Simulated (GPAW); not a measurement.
# NiO (Pm-3m) in GPAW: notebook

Runs on NiO. Level: r2SCAN+U. Tasks: single point.

Program: GPAW 26.7.0. These are calculated values, not measurements. Logs are shortened: lines on timing, memory, paths and dates and some standing lists are left out, and cuts for length are marked. The log counts tension as positive stress, the text compression.

### Step 1. Starting point

Symmetry: Pm-3m, No. 221, cubic system. The conventional cell has a = 2.505 Å, b = 2.505 Å, c = 2.505 Å, α = 90.00°, β = 90.00°, γ = 90.00°. Ni (site symmetry m-3m) is surrounded by 8 O at 2.17 Å. O (site symmetry m-3m) is surrounded by 8 Ni at 2.17 Å.

Measurements of this composition are mostly on another form, of space group No. 225.

### Step 2. Single point, r2SCAN+U, collinear spin, ferromagnetic start

Input file run.py:

```python
from ase.dft.bandgap import bandgap
from ase.io import read, write
from ase.units import GPa
from gpaw import GPAW, PW

atoms = read('NiO.xyz')
atoms.set_initial_magnetic_moments([1.0, 0.0])

calc = GPAW(mode=PW(800),
            xc='MGGA_X_R2SCAN+MGGA_C_R2SCAN',
            kpts={'size': (11, 11, 11), 'gamma': True},
            occupations={'name': 'fermi-dirac', 'width': 0.05},
            setups={'Ni': ':d,6.0'},
            nbands=22,
            convergence={'density': 1e-05, 'energy': 1e-05},
            maxiter=150,
            txt='gpaw.txt')
atoms.calc = calc
energy = atoms.get_potential_energy()
forces = atoms.get_forces()
stress = atoms.get_stress()
calc.write('gs.gpw')
write('result.traj', atoms)
print(f'Energy: {energy:.6f} eV')
print('Forces (eV/A):')
print(forces.round(4))
print('Stress (GPa):', (stress / GPa).round(3))
print('Moments:', calc.get_magnetic_moments().round(3))
print('Fermi level:', round(calc.get_fermi_level(), 4), 'eV')
print(f'Gap: {bandgap(calc)[0]:.4f} eV, direct: {bandgap(calc, direct=True)[0]:.4f} eV')
```

Input file NiO.xyz:

```xyz
2
Lattice="2.5046153800 0.0000000000 0.0000000000 0.0000000000 2.5046153800 0.0000000000 0.0000000000 0.0000000000 2.5046153800" Properties=species:S:1:pos:R:3 pbc="T T T"
Ni     0.0000000000      0.0000000000      0.0000000000
O      1.2523076900      1.2523076900      1.2523076900
```

Potentials or basis: GPAW PAW data sets (gpaw-data 1.2.1), pw.

Command:

```sh
OMP_NUM_THREADS=1 python run.py
```

gpaw.txt:

```text
__  _  _
 | _ |_)|_||  |
 |__||  | ||/\| - 26.7.0

Input parameters:
  mode=PW(ecut=800.0),
  convergence={'density': 1e-05, 'energy': 1e-05},
  kpts=MonkhorstPack(size=(11, 11, 11), gamma=True),
  maxiter=150,
  nbands=22,
  occupations=Occupations(name='fermi-dirac', width=0.05),
  setups={'Ni': ':d,6.0'},
  xc=XC(name='MGGA_X_R2SCAN+MGGA_C_R2SCAN')

Diagonalizing LCAO Hamiltonian
Converting LCAO to pw mode
   .-----.
  /|     |
 * |     |
 | .-O---.
 |/     /
 Ni----*

Atoms  # Å, Bohr magnetons
|   | symbol |        x |        y |        z |    initial magnetic moments |
|---|--------|----------|----------|----------|-----------------------------|
| 0 |     Ni | 0.000000 | 0.000000 | 0.000000 | ( 0.0000,  0.0000,  1.0000) |
| 1 |      O | 1.252308 | 1.252308 | 1.252308 | ( 0.0000,  0.0000,  0.0000) |

Unit cell  # Å
| periodic |        x |        y |        z |  lengths |    angles |
|----------|----------|----------|----------|----------|-----------|
|      yes | 2.504615 | 0.000000 | 0.000000 | 2.504615 | 90.000000 |
|      yes | 0.000000 | 2.504615 | 0.000000 | 2.504615 | 90.000000 |
|      yes | 0.000000 | 0.000000 | 2.504615 | 2.504615 | 90.000000 |

Number of symmetries: 48
Symmetry operations  # r_c * U_cc + t_c -> r_c
|    | kind |            matrix            |
|----|------|------------------------------|
|  0 |  E   |  1, 0, 0,  0, 1, 0,  0, 0, 1 |
|  1 |  σ   |  1, 0, 0,  0, 1, 0,  0, 0,-1 |
|  2 |  σ   |  1, 0, 0,  0, 0, 1,  0, 1, 0 |
|  3 |  C4  |  1, 0, 0,  0, 0, 1,  0,-1, 0 |
|  4 |  C4  |  1, 0, 0,  0, 0,-1,  0, 1, 0 |
|  5 |  σ   |  1, 0, 0,  0, 0,-1,  0,-1, 0 |
|  6 |  σ   |  1, 0, 0,  0,-1, 0,  0, 0, 1 |
|  7 |  C2  |  1, 0, 0,  0,-1, 0,  0, 0,-1 |
|  8 |  σ   |  0, 1, 0,  1, 0, 0,  0, 0, 1 |
|  9 |  C2  |  0, 1, 0,  1, 0, 0,  0, 0,-1 |
| 10 |  C3  |  0, 1, 0,  0, 0, 1,  1, 0, 0 |
| 11 |  S6  |  0, 1, 0,  0, 0, 1, -1, 0, 0 |
| 12 |  S6  |  0, 1, 0,  0, 0,-1,  1, 0, 0 |
| 13 |  C3  |  0, 1, 0,  0, 0,-1, -1, 0, 0 |
| 14 |  C4  |  0, 1, 0, -1, 0, 0,  0, 0, 1 |
| 15 |  S4  |  0, 1, 0, -1, 0, 0,  0, 0,-1 |
| 16 |  C3  |  0, 0, 1,  1, 0, 0,  0, 1, 0 |
| 17 |  S6  |  0, 0, 1,  1, 0, 0,  0,-1, 0 |
| 18 |  σ   |  0, 0, 1,  0, 1, 0,  1, 0, 0 |
| 19 |  C4  |  0, 0, 1,  0, 1, 0, -1, 0, 0 |
| 20 |  C2  |  0, 0, 1,  0,-1, 0,  1, 0, 0 |
| 21 |  S4  |  0, 0, 1,  0,-1, 0, -1, 0, 0 |
| 22 |  S6  |  0, 0, 1, -1, 0, 0,  0, 1, 0 |
| 23 |  C3  |  0, 0, 1, -1, 0, 0,  0,-1, 0 |
| 24 |  S6  |  0, 0,-1,  1, 0, 0,  0, 1, 0 |
| 25 |  C3  |  0, 0,-1,  1, 0, 0,  0,-1, 0 |
| 26 |  C4  |  0, 0,-1,  0, 1, 0,  1, 0, 0 |
| 27 |  σ   |  0, 0,-1,  0, 1, 0, -1, 0, 0 |
| 28 |  S4  |  0, 0,-1,  0,-1, 0,  1, 0, 0 |
| 29 |  C2  |  0, 0,-1,  0,-1, 0, -1, 0, 0 |
| 30 |  C3  |  0, 0,-1, -1, 0, 0,  0, 1, 0 |
| 31 |  S6  |  0, 0,-1, -1, 0, 0,  0,-1, 0 |
| 32 |  C4  |  0,-1, 0,  1, 0, 0,  0, 0, 1 |
| 33 |  S4  |  0,-1, 0,  1, 0, 0,  0, 0,-1 |
[... 120 lines left out ...]

density mixing:
  MSR1-Mixer
  Pratt-step length: 0.05
  Maximum mixing coefficient: 0.75
  Old densities: 10
  SVD Regularization: 0.005
  Good broyden scale: 1.0
  Trust region scale: 1.0
  Backstep threshold: 4.0
  History deletion threshold: 6.0
  Fourier metric: weight=20.0, sigma=0.015

occupation numbers:
  Fermi-Dirac:
    width: 0.0500  # eV

poisson solver:
  ecut: 6400.0  # eV

xc functional:
  name: MGGA_X_R2SCAN+MGGA_C_R2SCAN with 2 nearest neighbor stencil

convergence criteria:
- Maximum integral of absolute [dens]ity change: 1e-05 electrons / valence electron
- Maximum [total energy] change in last 3 cyles: 1e-05 eV / valence electron
- Maximum integral of absolute [eigenst]ate change: 4e-08 eV^2 / valence electron
maximum number of iterations: 150

SCF iterations
|iter     | |      energy | eigst |  dens |  magmom |
|---------|-|-------------|-------|-------|---------|
|iter:   1| |  -19.754423 | +0.03 |       |  +1.0004|
|iter:   2| |  -15.725754 | -1.87 | -0.99 |  +1.0479|
|iter:   3| |  -20.654550 | -1.52 | -1.00 |  +1.4262|
|iter:   4| |  -15.948779 | -1.51 | -0.80 |  +1.4225|
|iter:   5| |  -16.398696 | -2.64 | -1.26 |  +1.6341|
|iter:   6| |  -16.956096 | -2.32 | -1.47 |  +2.1183|
|iter:   7| |  -16.962164 | -3.65 | -1.81 |  +2.0173|
|iter:   8| |  -16.968428 | -4.74 | -2.25 |  +1.9916|
|iter:   9| |  -16.969778 | -4.59 | -2.44 |  +1.9931|
|iter:  10| |  -16.969833 | -6.31 | -3.39 |  +1.9984|
|iter:  11| |  -16.969836c| -6.38 | -3.43 |  +2.0001|
|iter:  12| |  -16.969842c| -7.55c| -4.11 |  +2.0000|
|iter:  13| |  -16.969842c| -8.46c| -4.59 |  +2.0000|
|iter:  14| |  -16.969842c| -7.69c| -4.85 |  +2.0000|
|iter:  15| |  -16.969842c| -8.80c| -5.46c|  +2.0000|

Converged in 15 steps
Energy contributions relative to reference atoms: (reference = -43408.850748)

Energy contributions:
  Kinetic:          52.078920
  Coulomb:         -42.603880
  Zero:              0.134616
  External:          0.000000
  Xc:              -26.571638
  Entropy:          -0.015721
  Spinorbit:         0.000000
  ----------------------------
  Free energy:     -16.977703
  Extrapolated:    -16.969842

dipole moment: (-4.957265, -4.957265, -4.957265)  # |e|*Ang

Total magnetic moment: (0.000000, 0.000000, 2.000000)

Local magnetic moments
|        x |        y |        z |
|----------|----------|----------|
| 0.000000 | 0.000000 | 1.620518 |  # Ni   0
| 0.000000 | 0.000000 | 0.305906 |  # O    1

Fermi level: 10.613
Eigenvalues  # (at kpt = [0.000, 0.000, 0.000])
| band index |      eig [eV] | occ [0-1] |      eig [eV] | occ [0-1] |
|------------|---------------|-----------|---------------|-----------|
|          0 |       -57.351 |     1.000 |       -54.678 |     1.000 |
|        ... |               |           |               |           |
|          3 |       -12.503 |     1.000 |       -11.870 |     1.000 |
|          4 |         2.779 |     1.000 |         3.650 |     1.000 |
|          5 |         2.779 |     1.000 |         3.650 |     1.000 |
|          6 |         3.961 |     1.000 |         7.632 |     1.000 |
|          7 |         3.961 |     1.000 |         7.632 |     1.000 |
|          8 |         3.961 |     1.000 |         7.632 |     1.000 |
|          9 |         6.728 |     1.000 |        10.826 |     0.014 |
|         10 |         6.728 |     1.000 |        10.826 |     0.014 |
|         11 |         6.728 |     1.000 |        10.826 |     0.014 |
|         12 |        11.930 |     0.000 |        12.529 |     0.000 |
|         13 |        26.129 |     0.000 |        26.438 |     0.000 |
|         14 |        26.129 |     0.000 |        26.438 |     0.000 |
|         15 |        32.736 |     0.000 |        33.507 |     0.000 |
|         16 |        32.736 |     0.000 |        33.507 |     0.000 |
|         17 |        32.736 |     0.000 |        33.507 |     0.000 |
|        ... |               |           |               |           |
|         21 |        45.741 |     0.000 |        47.009 |     0.000 |

No gap
No difference between direct/indirect transitions

Forces  # eV/Ang
|        x |        y |       z |
|----------|----------|---------|
| -0.00000 | -0.00000 | 0.00000 |  # Ni   0
|  0.00000 |  0.00000 | 0.00000 |  # O    1

Stress tensor  # eV/Ang^3
|         x |         y |         z |
|-----------|-----------|-----------|
| -0.190520 |  0.000000 |  0.000000 |
|  0.000000 | -0.190520 |  0.000000 |
|  0.000000 |  0.000000 | -0.190520 |

# Writing to gs.gpw (mode='')
```

Wall time 3.5 min (1 thread of Arm Neoverse V1, shared host); peak memory 0.27 GiB.

Results:

```
Free energy            : -16.9777 eV
Pressure               : 30.5 GPa
Band gap on the k mesh : none (metal or under the smearing width)
Net moment             : 2.00 μB per cell
Site moments           : Ni +1.62; O +0.31 μB
```

Levels at points of the mesh, in eV from the Fermi level:
Spin up:
```
           k point  band 9  band 10  band 11  band 12  band 13  band 14  band 15  band 16
(0.00, 0.00, 0.00)   -6.65    -3.88    -3.88    -3.88     1.32    15.52    15.52    22.12
```
Spin down:
| k point | band 6 | band 7 | band 8 | band 9 | band 10 | band 11 | band 12 | band 13 | band 14 | band 15 |
| --- | --- | --- | --- | --- | --- | --- | --- | --- | --- | --- |
| (0.00, 0.00, 0.00) | -6.96 | -2.98 | -2.98 | -2.98 | 0.21 | 0.21 | 0.21 | 1.92 | 15.83 | 15.83 |

Caveat: the stock nickel data set gives pressures a few GPa off other programs; a pressure of tens of GPa on the cell as given is suspect, and the run, the potentials or the cell itself is likely at fault; the PAW data sets were made with another functional, which shifts forces and pressure a little; a cell with one magnetic atom can't hold antiferromagnetic order, which such compounds often take.

### Step 3. Single point, r2SCAN+U, collinear spin, ferromagnetic start

Changes to run.py since step 2:

```diff
@@ -12,3 +12,3 @@
             occupations={'name': 'fermi-dirac', 'width': 0.05},
-            setups={'Ni': ':d,6.0'},
+            setups={'Ni': ':d,8.0'},
             nbands=22,
```

NiO.xyz is that of step 2.

Potentials or basis: GPAW PAW data sets (gpaw-data 1.2.1), pw.

Command:

```sh
OMP_NUM_THREADS=1 python run.py
```

Wall time 3.7 min (1 thread of Arm Neoverse V1, shared host); peak memory 0.27 GiB.

It converged, with:

```yaml
Free_energy: -16.3324 eV
Pressure: 29.2 GPa
Band_gap_on_the_k_mesh: none (metal or under the smearing width)
Net_moment: 2.00 μB per cell
Site_moments: Ni +1.65; O +0.28 μB
```

Levels at points of the mesh, in eV from the Fermi level:
Spin up:
```
           k point  band 9  band 10  band 11  band 12  band 13  band 14  band 15  band 16
(0.00, 0.00, 0.00)   -7.97    -4.04    -4.04    -4.04     1.13    14.94    14.94    21.92
```
Spin down:
```tsv
k point	band 7	band 8	band 9	band 10	band 11	band 12	band 13	band 14
(0.00, 0.00, 0.00)	-3.20	-3.20	-3.20	0.24	0.24	0.24	1.71	15.25
```

Caveat: the stock nickel data set gives pressures a few GPa off other programs; a pressure of tens of GPa on the cell as given is suspect, and the run, the potentials or the cell itself is likely at fault; the PAW data sets were made with another functional, which shifts forces and pressure a little; a cell with one magnetic atom can't hold antiferromagnetic order, which such compounds often take. The state reached can hang on the start; a lower one may exist.
